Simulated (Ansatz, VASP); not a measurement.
# Cd2S in VASP and in Ansatz

Contents of POSCAR:

```
Cd2S
1.0
    3.9889136618      0.0000000000      0.0000000000
   -1.9944568309      3.4545005647      0.0000000000
    0.0000000000      0.0000000000      5.8476645914
Cd S
2 1
Direct
    0.3333333333      0.6666666667      0.9327170000
    0.6666666667      0.3333333333      0.5787350000
    0.3333333333      0.6666666667      0.3657050000
```

Contents of INCAR.step1:

```
SYSTEM = Cd2S
  PREC = Accurate
  ENCUT = 520
  ISMEAR = -1
  SIGMA = 0.05
  LREAL = .FALSE.
  LASPH = .TRUE.
  NELM = 100
  NBANDS = 22
  GGA = PE
  ALGO = Normal
  EDIFF = 1E-4
  LWAVE = .TRUE.
  LCHARG = .FALSE.
```

File INCAR.step2:

```
SYSTEM = Cd2S
  PREC = Accurate
  ENCUT = 520
  EDIFF = 1E-6
  ISMEAR = -1
  SIGMA = 0.05
  LREAL = .FALSE.
  LASPH = .TRUE.
  NELM = 100
  ALGO = Normal
  ISIF = 2
  LWAVE = .FALSE.
  LCHARG = .FALSE.
  METAGGA = R2SCAN
  LMIXTAU = .TRUE.
  NBANDS = 22
  ISTART = 1
```

The input KPOINTS:

```
regular mesh
0
G
  8 8 5
  0 0 0
```

Contents of input.yaml:

```yaml
crystal:
  lattice:
    - [3.9889136618, 0.0, 0.0]
    - [-1.9944568309, 3.4545005647, 0.0]
    - [0.0, 0.0, 5.8476645914]
  atoms:
    - { symbol: Cd, position: [0.3333333333, 0.6666666667, 0.932717] }
    - { symbol: Cd, position: [0.6666666667, 0.3333333333, 0.578735] }
    - { symbol: S, position: [0.3333333333, 0.6666666667, 0.365705] }
hamiltonian:
  xc: r2scan
  pseudopotentials: { kind: paw }
kpoints:
  mp_grid: { grid: [8, 8, 5] }
scf:
  occupations: { method: fermi_dirac, width: 0.05 }
output:
  forces: true
  stress: true
  eigenvalues: true
  write_density: true
  write_potential: true
  elf: true
  volumetric_format: npy
```

The cell comes from a database or a generator and needn't be the stable form of this composition.

Alike in both runs: task single point; functional r2SCAN; k mesh 8 × 8 × 5; occupations fermi-dirac, width 0.05 eV; no spin polarisation.

|  | VASP | Ansatz |
| --- | --- | --- |
| version | VASP 6.6.1 | Ansatz 0.2.0 |
| potentials or method | VASP PAW PBE potentials, release 64 (Cd, S) | Ansatz PAW |
| plane-wave cutoff (eV) | 520 | 500 |
| valence electrons in the cell | 30 | 46 |

```tsv
	VASP	Ansatz	Ansatz less VASP
gap on the k mesh at the Fermi level (eV)	0.30	0.30	0.000
least direct gap on the mesh (eV)	0.61	0.61	0.000
pressure (GPa)	-2.3	-2.5	-0.22
largest component of the traceless stress (GPa)	0.32	0.37	+0.054
rms of the force components (eV/Å)	0.037	0.046	+0.0089
```

Atom by atom the forces differ by 0.009 eV/Å (rms over components). The functional is the same, so the differences come from potentials, cutoffs and numerics. The two sets of potentials don't hold the same shells in valence.

Caveats: the PAW data sets were made with another functional, which shifts forces and pressure a little (VASP); an odd mesh through Γ misses points on the zone boundary, where band edges often lie (VASP); odd divisions of the mesh miss points on the zone boundary, where band edges often lie, so the gap on the mesh can be too wide (Ansatz); the PAW data sets come from PBE, with cores solved anew for the run's functional, which leaves a small shift of forces and pressure (Ansatz).
